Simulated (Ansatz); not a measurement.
# Cu3N: the cost of one run

Program: Ansatz 0.2.0. Level of theory: plane waves, PAW. These are calculated values, not measurements.

The COD entry's cell or inner coordinates are ideal or old and differ from later refinements, so a difference from it is no clean test against experiment.

2 further runs of the same task are left out: 2 that didn't finish. Runs told in other sessions of the task aren't counted.

## (1) Starting point

The structure is cubic, space group Pm-3m (No. 221). The conventional cell has a = 3.789 Å, b = 3.789 Å, c = 3.789 Å, α = 90.00°, β = 90.00°, γ = 90.00°. Cu (site symmetry 4/mmm) has 2 N at 1.89 Å in its first shell of neighbours. Around N (site symmetry m-3m) lie 6 Cu at 1.89 Å.

Coordinates:

```
CELL_PARAMETERS angstrom
3.78937 0.00000 0.00000
0.00000 3.78937 0.00000
0.00000 0.00000 3.78937
ATOMIC_POSITIONS crystal
Cu 0.50000 0.00000 0.00000
Cu 0.00000 0.50000 0.00000
Cu 0.00000 0.00000 0.50000
N 0.00000 0.00000 0.00000
```

The cell was relaxed beforehand with r2SCAN; those runs aren't shown. No spin polarisation is used; should the compound be magnetic, its bands and low-energy spectrum would differ.

## (2) PBE, anion s p, 4×4×4

input.yaml reads:

```yaml
crystal:
  lattice:
    - [3.7893700625, 0.0, 0.0]
    - [0.0, 3.7893700625, 0.0]
    - [0.0, 0.0, 3.7893700625]
  atoms:
    - { symbol: Cu, position: [0.5, 0.0, 0.0] }
    - { symbol: Cu, position: [0.0, 0.5, 0.0] }
    - { symbol: Cu, position: [0.0, 0.0, 0.5] }
    - { symbol: "N", position: [0.0, 0.0, 0.0] }
kpoints:
  mp_grid: { grid: [6, 6, 6] }
  band_path:
    path:
      - [[0.0, 0.0, 0.0], [1.895448506692e-51, 0.5, -2.964764896782e-35], [0.5, 0.5, -1.69415136959e-35], [0.0, 0.0, 0.0], [0.5, 0.5, 0.5], [1.895448506692e-51, 0.5, -2.964764896782e-35]]
      - [[0.5, 0.5, 0.5], [0.5, 0.5, -1.69415136959e-35]]
    npoints: 10
hamiltonian:
  xc: pbe
scf:
  occupations: { method: fermi_dirac, width: 0.02 }
  n_extra_bands: 6
output:
  forces: false
  stress: false
  eigenvalues: true
  wannier:
    kmesh: [4, 4, 4]
    projections: [{ species: "N", l: s, shell: 2 }, { species: "N", l: p, shell: 2 }]
    minimise: true
    write_hr: true
    conv_tol: 1.0e-08
    max_iter: 3000
```

Command:

```sh
> ansatz run input.yaml --threads 4 --pin off --max-ram 3686MiB --backend cpu --events-out ev --progress --plain --runs-dir out
```

What time and memory should one allow on 4 threads of Arm Neoverse V2, shared host?

About 2.2 s, with a peak of 0.33 GiB.
